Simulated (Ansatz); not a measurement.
The system is ZnS.

```
Zn S
1.0
     0.00000    2.70200    2.70200
     2.70200    0.00000    2.70200
     2.70200    2.70200    0.00000
Zn S
1 1
Direct
  0.75000 0.75000 0.75000
  0.00000 0.00000 0.00000
```

Base run:

| Item | Value |
| --- | --- |
| Program | Ansatz 0.2.0 |
| Functional | PBEsol |
| Potentials or basis | all-electron LAPW, non-relativistic |
| Cutoff | 281 eV (chosen from the basis error) |
| Basis error allowed | 0.001 eV/atom |
| k mesh | 9 × 9 × 9 |
| Occupations | fermi-dirac, width 0.05 eV |
| Spin | no spin polarisation |

Its results: band gap on the k mesh 2.25 eV, direct; pressure -0.7 GPa.

Task: The run is repeated on the same cell with these changes: potentials or basis from all-electron LAPW, non-relativistic to all-electron LAPW, scalar-relativistic. What comes out?

Result: Band gap on the k mesh 1.98 eV, direct; pressure -2.0 GPa.
